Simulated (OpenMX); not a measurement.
## Re under changes of volume

One of the cells (14.714 Å³/atom); the others are scaled copies at fixed shape and fractional positions:

```xyz
2
Lattice="2.7608 0.0000 0.0000 -1.3804 2.3909 0.0000 0.0000 0.0000 4.4582" Properties=species:S:1:pos:R:3 pbc="T T T"
Re    1.3804    0.7970    3.3436
Re    0.0000    1.5939    1.1145
```

```yaml
Program: OpenMX 3.8.5
Functional: LDA
Potentials_or_basis: OpenMX 2013 LDA set, Re7.0-s3p2d2f1, fixed grid of 28 × 28 × 54 points
k_mesh: 11 × 11 × 7
Occupations: fermi-dirac, width 0.05 eV
Spin: no spin polarisation
```

| volume (Å³/atom) | energy over the lowest point (meV/atom) | largest force (eV/Å) |
| --- | --- | --- |
| 13.831 | 23.80 | 0.051 |
| 14.125 | 3.32 | 0.049 |
| 14.420 | 0.00 | 0.046 |
| 14.714 | 11.74 | 0.045 |
| 15.008 | ? | ? |
| 15.303 | 74.52 | 0.040 |
| 15.597 | 122.85 | 0.038 |

What does the run at 15.008 Å³/atom give?

Energy over the lowest point 37.00 meV/atom; largest force 0.042 eV/Å.

Worked out: A Birch-Murnaghan fit of order 3 (a polynomial in V^(-2/3)) to the other rows has its minimum at 14.33 Å³/atom with B0 = V·E''(V) = 415 GPa and B' = 4.5 at fixed shape and positions, which overstates the stiffness. It gives 37.01 meV/atom at 15.008 Å³/atom, against the run's 37.00.

Energies are extrapolated to zero smearing.

Caveats: the basis of atomic orbitals isn't converged, which shifts pressures, moduli and gaps.
